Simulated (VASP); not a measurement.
# N (P6_3/mmc) in VASP: single point with r2SCAN

Aim: the single point of N with r2SCAN.

Program: VASP 6.6.1. These are calculated values, not measurements. Logs are shortened: lines on timing, memory, paths and dates and some standing lists are left out, and cuts for length are marked.

### Step 1. The structure

The structure is hexagonal, space group P6_3/mmc (No. 194). Conventional cell: a = 3.629 Å, b = 3.629 Å, c = 5.890 Å, α = 90.00°, β = 90.00°, γ = 120.00°. N (site symmetry -6m2) is surrounded by 12 N at 3.61 to 3.63 Å.

The real solid is made of molecules; this cell is a model form.

### Step 2. Single point, r2SCAN

File POSCAR:

```
N
1.0
    3.6290016496      0.0000000000      0.0000000000
   -1.8145008248      3.1428076190      0.0000000000
    0.0000000000      0.0000000000      5.8900000000
N
2
Direct
    0.3333333333      0.6666666667      0.2500000000
    0.6666666667      0.3333333333      0.7500000000
```

File INCAR.step1:

```
SYSTEM = N
ALGO     = Normal         ! electronic algorithm
EDIFF    = 1E-4           ! SCF threshold, eV
ENCUT    = 520            ! plane-wave cutoff, eV
GGA      = PE             ! functional
ISMEAR   = 0              ! smearing method
LASPH    = .TRUE.         ! aspherical terms in the spheres
LCHARG   = .FALSE.        ! write CHGCAR
LREAL    = .FALSE.        ! projectors in reciprocal space
LWAVE    = .TRUE.         ! write WAVECAR
NBANDS   = 12             ! bands
NELM     = 100            ! most SCF steps
PREC     = Accurate       ! precision mode
SIGMA    = 0.1            ! smearing width, eV
```

File INCAR.step2:

```
SYSTEM = N
ALGO     = Normal         ! electronic algorithm
EDIFF    = 1E-6           ! SCF threshold, eV
ENCUT    = 520            ! plane-wave cutoff, eV
ISIF     = 2              ! what is computed and relaxed
ISMEAR   = 0              ! smearing method
ISTART   = 1            
LASPH    = .TRUE.         ! aspherical terms in the spheres
LCHARG   = .TRUE.         ! write CHGCAR
LELF     = .TRUE.         ! ELF
LMIXTAU  = .TRUE.       
LREAL    = .FALSE.        ! projectors in reciprocal space
LVHAR    = .TRUE.       
LWAVE    = .FALSE.        ! write WAVECAR
METAGGA  = R2SCAN         ! meta-GGA
NBANDS   = 12             ! bands
NELM     = 100            ! most SCF steps
PREC     = Accurate       ! precision mode
SIGMA    = 0.1            ! smearing width, eV
```

File KPOINTS:

```
k-points
0
G
  6 6 4
  0 0 0
```

Potentials or basis: VASP PAW PBE potentials, release 64 (N).

On the command line:

```sh
cat potpaw_PBE.64/N/POTCAR > POTCAR
cp INCAR.step1 INCAR
mpirun -np 1 vasp_std > vasp.out
cp INCAR.step2 INCAR
mpirun -np 1 vasp_std > vasp.out
```

OUTCAR:

```text
SYSTEM = N
   EDIFF = 1E-6
   ENCUT = 520
   ISIF = 2
   ISMEAR = 0
   ISTART = 1
   LASPH = .TRUE.
   LREAL = .FALSE.
   METAGGA = R2SCAN
   NELM = 100
   PREC = Accurate

 ion  position               nearest neighbor table
   1  0.333  0.667  0.250-
   2  0.667  0.333  0.750-

  LATTYP: Found a hexagonal cell.
 ALAT       =     3.6290016496
 C/A-ratio  =     1.6230359114

  Lattice vectors:

 A1 = (   3.6290016496,   0.0000000000,   0.0000000000)
 A2 = (  -1.8145008248,   3.1428076190,   0.0000000000)
 A3 = (   0.0000000000,   0.0000000000,   5.8900000000)

Analysis of symmetry for initial positions (statically):
=====================================================================
 Subroutine PRICEL returns:
 Original cell was already a primitive cell.

 Routine SETGRP: Setting up the symmetry group for a
 hexagonal supercell.

 Subroutine GETGRP returns: Found 24 space group operations
 (whereof 12 operations were pure point group operations)
 out of a pool of 24 trial point group operations.

The static configuration has the point symmetry D_3d.
 The point group associated with its full space group is D_6h.

Analysis of symmetry for dynamics (positions and initial velocities):
=====================================================================
 Subroutine PRICEL returns:
 Original cell was already a primitive cell.

 Routine SETGRP: Setting up the symmetry group for a
 hexagonal supercell.

 Subroutine GETGRP returns: Found 24 space group operations
 (whereof 12 operations were pure point group operations)
 out of a pool of 24 trial point group operations.

The dynamic configuration has the point symmetry D_3d.
 The point group associated with its full space group is D_6h.

 Subroutine INISYM returns: Found 24 space group operations
 (whereof 12 operations are pure point group operations),
 and found     1 'primitive' translations

----------------------------------------------------------------------------------------

                                     Primitive cell

  volume of cell :      67.1769

  direct lattice vectors                    reciprocal lattice vectors
     3.629001650  0.000000000  0.000000000     0.275557880  0.159093416  0.000000000
    -1.814500825  3.142807619  0.000000000     0.000000000  0.318186832  0.000000000
     0.000000000  0.000000000  5.890000000     0.000000000  0.000000000  0.169779287

  length of vectors
     3.629001650  3.629001650  5.890000000     0.318186832  0.318186832  0.169779287

  position of ions in fractional coordinates (direct lattice)
     0.333333333  0.666666667  0.250000000
     0.666666667  0.333333333  0.750000000

  ion indices of the primitive-cell ions
   primitive index   ion index
                 1           1
                 2           2

----------------------------------------------------------------------------------------

 KPOINTS: k-points

Automatic generation of k-mesh.
 Grid dimensions read from file:
 generate k-points for:    6    6    4

 Generating k-lattice:

  Cartesian coordinates                     Fractional coordinates (reciprocal lattice)
     0.045926313  0.026515569  0.000000000     0.166666667  0.000000000  0.000000000
     0.000000000  0.053031139  0.000000000     0.000000000  0.166666667  0.000000000
     0.000000000  0.000000000  0.042444822     0.000000000  0.000000000  0.250000000

  Length of vectors
     0.053031139  0.053031139  0.042444822

  Shift w.r.t. Gamma in fractional coordinates (k-lattice)
     0.000000000  0.000000000  0.000000000

 Subroutine IBZKPT returns following result:
 ===========================================

 Found     21 irreducible k-points:

 Following reciprocal coordinates:
            Coordinates               Weight
  0.000000  0.000000  0.000000      1.000000
  0.166667  0.000000  0.000000      6.000000
  0.333333  0.000000  0.000000      6.000000
  0.500000  0.000000  0.000000      3.000000
  0.166667  0.166667  0.000000      6.000000
  0.333333  0.166667  0.000000     12.000000
[... 13 lines left out ...]
  0.333333  0.166667  0.500000     12.000000
  0.333333  0.333333  0.500000      2.000000
   k-points           NKPTS =     21   k-points in BZ     NKDIM =     21   number of bands    NBANDS=     12
   number of dos      NEDOS =    301   number of ions     NIONS =      2
   total plane-waves  NPLWV =  37632
   dimension x,y,z NGX =    28 NGY =   28 NGZ =   48
   dimension x,y,z NGXF=    56 NGYF=   56 NGZF=   96
   ions per type =               2
   NGX,Y,Z   is equivalent  to a cutoff of  12.83, 12.83, 13.55 a.u.
   NGXF,Y,Z  is equivalent  to a cutoff of  25.65, 25.65, 27.10 a.u.
 SYSTEM =  N
   PREC   = accura    normal or accurate (medium, high low for compatibility)
   ISTART =      1    job   : 0-new  1-cont  2-samecut
   ICHARG =      0    charge: 1-file 2-atom 10-const
   ISPIN  =      1    spin polarized calculation?
   LNONCOLLINEAR =      F non collinear calculations
   LSORBIT =      F    spin-orbit coupling
   LASPH  =      T    aspherical Exc in radial PAW
   ENCUT  =  520.0 eV  38.22 Ry    6.18 a.u.   6.75  6.75 10.95*2*pi/ulx,y,z
   NELM   =    100;   NELMIN=  2; NELMDL=  0     # of ELM steps
   EDIFF  = 0.1E-05   stopping-criterion for ELM
   LREAL  =      F    real-space projection
   EDIFFG = 0.1E-04   stopping-criterion for IOM
   NSW    =      0    number of steps for IOM
   IBRION =     -1    ionic relax: 0-MD 1-quasi-New 2-CG
   NFREE  =      0    steps in history (QN), initial steepest desc. (CG)
   ISIF   =      2    stress and relaxation
   ISYM   =      2    0-nonsym 1-usesym 2-fastsym
   POTIM  = 0.5000    time-step for ionic-motion
   TEBEG  =    0.0;   TEEND  =   0.0 temperature during run
   PSTRESS=    0.0 pullay stress
   NELECT =      10.0000    total number of electrons
   NUPDOWN=      -1.0000    fix difference up-down
   EMIN   =  10.00;   EMAX   =-10.00  energy-range for DOS
   EFERMI =   0.00;   METHOD = LEGACY
   ISMEAR =     0;   SIGMA  =   0.10  broadening in eV -4-tet -1-fermi 0-gaus
   EFERMI_NEDOS =   21; number of points for ismear=-14 and -15
   IALGO  =     38    algorithm
   IMIX   =      4    mixing-type and parameters
     AMIX     =   0.40;   BMIX     =  1.00
     AMIX_MAG =   1.60;   BMIX_MAG =  1.00
  volume/ion in A,a.u.               =      33.59       226.67
  Fermi-wavevector in a.u.,A,eV,Ry     =   0.867630  1.639584 10.242227  0.752782
  Thomas-Fermi vector in A             =   1.986192
   LORBIT       =      0    0 simple, 1 ext, 2 COOP (PROOUT), +10 PAW based schemes
   METAGGA = R2SCAN    functional components
   LHFCALC =     F    Hartree Fock is set to
   AEXX    =    0.0000 exact exchange contribution
   IVDW    =     0    specifies the selected vdW correction
   LEPSILON=     F    determine dielectric tensor
   LRPA    =     F    only Hartree local field effects (RPA)
 non-spin polarized calculation
 Gauss-broadening in eV      SIGMA  =   0.10
  energy-cutoff  :      520.00
  volume of cell :       67.18
 maximum number of plane-waves:      1834
 NGX is ok and might be reduce to    28
   NGX = 13   NGY = 13   NGZ = 21

 number of electron      10.0000000 magnetization

 Free energy of the ion-electron system (eV)
  ---------------------------------------------------
  ext. energy  EPLUGINS =         0.00000000
  ---------------------------------------------------
  free energy    TOTEN  =        -2.29019646 eV

  energy without entropy =       -2.24280905  energy(sigma->0) =       -2.26650276

 E-fermi :  -5.0817     XC(G=0):  -6.2540

 val. band max:       -5.0928513555   @ k =   0.3333   0.1667   0.2500
 cond. band min:      -5.0711061621   @ k =   0.1667   0.0000   0.0000
 fundamental gap:      0.0217451934
 Fermi energy:        -5.0817389615

 k-point     1 :       0.0000    0.0000    0.0000
  band No.  band energies     occupation
      1     -17.9514      2.00000
      2     -17.6305      2.00000
      3      -6.0386      2.00000
      4      -4.7830      0.00002
      5      -4.7830      0.00002
      6      -4.6436      0.00000
      7      -4.6436      0.00000
      8      -4.6289      0.00000
      9       2.4525      0.00000
     10       6.4046      0.00000
     11       6.8469      0.00000
     12      13.2135      0.00000

 k-point     2 :       0.1667    0.0000    0.0000
  band No.  band energies     occupation
      1     -17.8838      2.00000
      2     -17.5998      2.00000
      3      -5.9076      2.00000
      4      -5.0711      0.88047
      5      -4.9324      0.03470
      6      -4.8615      0.00185
      7      -4.6709      0.00000
      8      -4.6659      0.00000
      9       3.0668      0.00000
     10       6.8805      0.00000
     11       6.9624      0.00000
     12      10.5124      0.00000

 k-point     3 :       0.3333    0.0000    0.0000
  band No.  band energies     occupation
      1     -17.7331      2.00000
      2     -17.5484      2.00000
      3      -5.6437      2.00000
      4      -5.5880      2.00000
      5      -5.4011      1.99999
      6      -5.0010      0.25366
      7      -4.7909      0.00004
      8      -4.7384      0.00000
      9       4.5087      0.00000
     10       7.0440      0.00000
     11       8.0400      0.00000
     12       8.1695      0.00000

 k-point     4 :       0.5000    0.0000    0.0000
  band No.  band energies     occupation
      1     -17.6385      2.00000
      2     -17.5391      2.00000
      3      -5.9117      2.00000
      4      -5.6127      2.00000
      5      -5.3480      1.99983
      6      -5.0659      0.82265
      7      -4.9303      0.03218
      8      -4.7747      0.00001
      9       6.1216      0.00000
     10       6.3686      0.00000
     11       7.2380      0.00000
     12       8.4708      0.00000

 k-point     5 :       0.1667    0.1667    0.0000
  band No.  band energies     occupation
      1     -17.7739      2.00000
      2     -17.5589      2.00000
      3      -5.6804      2.00000
      4      -5.3995      1.99999
      5      -5.3372      1.99970
      6      -4.9602      0.08568
      7      -4.8001      0.00007
      8      -4.7477      0.00000
      9       4.0899      0.00000
     10       6.9957      0.00000
     11       7.7969      0.00000
     12       8.9255      0.00000
[... 183 lines left out ...]
      1     -17.5885      2.00000
      2     -17.5885      2.00000
      3      -5.9437      2.00000
      4      -5.9437      2.00000
      5      -4.9360      0.03933
      6      -4.9360      0.03933
      7      -4.9232      0.02493
      8      -4.9232      0.02493
      9       6.2363      0.00000
     10       6.2363      0.00000
     11       7.6104      0.00000
     12       7.6104      0.00000

 k-point    19 :       0.1667    0.1667    0.5000
  band No.  band energies     occupation
      1     -17.6679      2.00000
      2     -17.6679      2.00000
      3      -5.6178      2.00000
      4      -5.6178      2.00000
      5      -4.9954      0.22205
      6      -4.9954      0.22205
      7      -4.8521      0.00116
      8      -4.8521      0.00116
      9       5.0942      0.00000
     10       5.0942      0.00000
     11       9.3498      0.00000
     12       9.3498      0.00000

 k-point    20 :       0.3333    0.1667    0.5000
  band No.  band energies     occupation
      1     -17.5888      2.00000
      2     -17.5888      2.00000
      3      -5.8217      2.00000
      4      -5.8217      2.00000
      5      -5.1563      1.70819
      6      -5.1563      1.70819
      7      -4.8487      0.00098
      8      -4.8487      0.00098
      9       6.2127      0.00000
     10       6.2127      0.00000
     11       8.0957      0.00000
     12       8.0957      0.00000

 k-point    21 :       0.3333    0.3333    0.5000
  band No.  band energies     occupation
      1     -17.5623      2.00000
      2     -17.5623      2.00000
      3      -5.7001      2.00000
      4      -5.7001      2.00000
      5      -5.4430      2.00000
      6      -5.4430      2.00000
      7      -4.8206      0.00022
      8      -4.8206      0.00022
      9       6.9359      0.00000
     10       6.9359      0.00000
     11       8.1525      0.00000
     12       8.1525      0.00000

------------------------ aborting loop because EDIFF is reached ----------------------------------------

  FORCE on cell =-STRESS in cart. coord.  units (eV):
  Direction    XX          YY          ZZ          XY          YZ          ZX
  --------------------------------------------------------------------------------------
  -------------------------------------------------------------------------------------
  Total       -3.4229729     -3.4229729     -3.4665447      0.0000000      0.0000000     -0.0000000
  in kB      -81.6382680    -81.6382680    -82.6774612      0.0000000      0.0000000     -0.0000000
  external PRESSURE =     -81.9846657 kB  Pullay stress =       0.0000000 kB

 VOLUME and BASIS-vectors are now :
 -----------------------------------------------------------------------------
  energy-cutoff  :      520.00
  volume of cell :       67.18
      direct lattice vectors                 reciprocal lattice vectors
     3.629001650  0.000000000  0.000000000     0.275557880  0.159093416  0.000000000
    -1.814500825  3.142807619  0.000000000     0.000000000  0.318186832  0.000000000
     0.000000000  0.000000000  5.890000000     0.000000000  0.000000000  0.169779287

 POSITION                                       TOTAL-FORCE (eV/Angst)
 -----------------------------------------------------------------------------------
     -0.00000      2.09521      1.47250        -0.000000      0.000000      0.000000
      1.81450      1.04760      4.41750         0.000000      0.000000      0.000000
 -----------------------------------------------------------------------------------
    total drift:                               -0.000000      0.000000      0.000000

  FREE ENERGIE OF THE ION-ELECTRON SYSTEM (eV)
  ---------------------------------------------------
  free  energy   TOTEN  =        -2.2901964630 eV

  energy  without entropy=       -2.2428090507  energy(sigma->0) =       -2.26650276
```

Run time: 88 s. Hardware: 1 thread of AMD EPYC 7R43 (Zen 3), shared host; peak memory 0.14 GiB.

Results:

```yaml
Free_energy: -2.2902 eV
Pressure: -8.2 GPa
Band_gap_on_the_k_mesh: none (metal or under the smearing width)
```

Levels at points of the mesh, in eV from the Fermi level:
```csv
k point,band 1,band 2,band 3,band 4,band 5,band 6,band 7,band 8,band 9,band 10
"(0.00, 0.00, 0.00)",-12.87,-12.55,-0.96,0.30,0.30,0.44,0.44,0.45,7.53,11.49
"(0.50, 0.00, 0.00)",-12.56,-12.46,-0.83,-0.53,-0.27,0.02,0.15,0.31,11.20,11.45
"(0.00, 0.00, 0.50)",-12.71,-12.71,-0.31,-0.31,0.37,0.37,0.37,0.37,8.95,8.95
"(0.50, 0.00, 0.50)",-12.51,-12.51,-0.86,-0.86,0.15,0.15,0.16,0.16,11.32,11.32
```

Caveat: the PAW data sets were made with another functional, which shifts forces and pressure a little.
